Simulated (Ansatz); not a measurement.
Ta under changes of volume

One of the cells (18.010 Å³/atom); the others are scaled copies at fixed shape and fractional positions:

```xyz
1
Lattice="-1.6513 1.6513 1.6513 1.6513 -1.6513 1.6513 1.6513 1.6513 -1.6513" Properties=species:S:1:pos:R:3 pbc="T T T"
Ta    0.0000    0.0000    0.0000
```

* Program: Ansatz 0.2.0
* Functional: HSE06
* Potentials or basis: Ansatz PAW
* Cutoff: 420 eV (not typed: the program's choice for these potentials)
* k mesh: 6 × 6 × 6
* Occupations: fermi-dirac, width 0.05 eV
* Spin: no spin polarisation

| volume (Å³/atom) | energy over the lowest point (meV/atom) | pressure (GPa) |
| --- | --- | --- |
| 16.930 | ? | ? |
| 17.290 | 48.43 | 13.9 |
| 17.650 | 22.68 | 9.2 |
| 18.010 | 6.61 | 4.8 |
| 18.371 | 0.00 | 0.7 |
| 18.731 | 2.54 | -3.3 |
| 19.091 | 13.67 | -7.0 |

Problem. What does the run at 16.930 Å³/atom give?

Solution. Energy over the lowest point 85.35 meV/atom; pressure 19.3 GPa.

Worked out: A Birch-Murnaghan fit of order 3 (a polynomial in V^(-2/3)) to the other rows has its minimum at 18.45 Å³/atom with B0 = V·E''(V) = 205 GPa (rough, since the energies scatter). It gives 84.30 meV/atom at 16.930 Å³/atom, against the run's 85.35, and -dE/dV = 18.2 GPa, against 19.3.

Energies are extrapolated to zero smearing.

Caveats: all runs use coarse meshes; the PAW data sets come from PBE, with cores solved anew for the run's functional, which leaves a small shift of forces and pressure; the thresholds are loose for stress.
